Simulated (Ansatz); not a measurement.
# V: the cost of one run

Method: DFT PBE, scalar-relativistic, in Ansatz 0.2.0.

**1. The starting structure**

The structure is cubic, space group Im-3m (No. 229). The conventional cell has a = 3.026 Å, b = 3.026 Å, c = 3.026 Å, α = 90.00°, β = 90.00°, γ = 90.00°. Around V (site symmetry m-3m) lie 8 V at 2.62 Å.

Coordinates:

```cif
data_structure
_symmetry_space_group_name_H-M 'P 1'
_symmetry_Int_Tables_number 1
_cell_length_a 2.6206
_cell_length_b 2.6206
_cell_length_c 2.6206
_cell_angle_alpha 109.471
_cell_angle_beta 109.471
_cell_angle_gamma 109.471
_cell_volume 13.85
loop_
_atom_site_label
_atom_site_type_symbol
_atom_site_fract_x
_atom_site_fract_y
_atom_site_fract_z
_atom_site_occupancy
V1 V 0.00000 0.00000 0.00000 1
```

**2. After the deformation**

Space group Im-3m before, I4/mmm after.

**3. LAPW, all electrons**

input.yaml

```yaml
crystal:
  lattice:
    - [-1.52813, 1.52813, 1.513]
    - [1.52813, -1.52813, 1.513]
    - [1.52813, 1.52813, -1.513]
  atoms:
    - { symbol: V, position: [0.0, 0.0, 0.0], spin: 1.5 }
magnetization:
  spin_polarized: true
kpoints:
  mp_grid: { grid: [19, 19, 19] }
  band_path:
    path:
      - [0.0, 0.0, 0.0]
      - [0.0, 0.0, 0.5]
      - [-0.5, 0.5, 0.5]
      - [0.0, 0.0, 0.0]
      - [0.4950740124, 0.4950740124, -0.4950740124]
      - [-0.4950740124, 0.5049259876, 0.4950740124]
      - [-0.5, 0.5, 0.5]
      - [0.0, 0.0, 0.5]
      - [0.25, 0.25, 0.25]
    npoints: 5
scf:
  occupations: { method: fermi_dirac, width: 0.03 }
hamiltonian:
  xc: pbe
  pseudopotentials: { kind: all_electron, lapw: { basis_error: 0.001 } }
output:
  forces: true
  stress: true
  eigenvalues: true
```

Run with:

```sh
$ ansatz run input.yaml --threads 1 --pin off --max-ram 3072MiB --backend cpu --events-out ev --progress --plain --runs-dir out
```

**Question.** How long does this run take on 1 thread of Arm Neoverse V1, shared host, and how much memory does it need?

About 86 s, with a peak of 0.72 GiB.
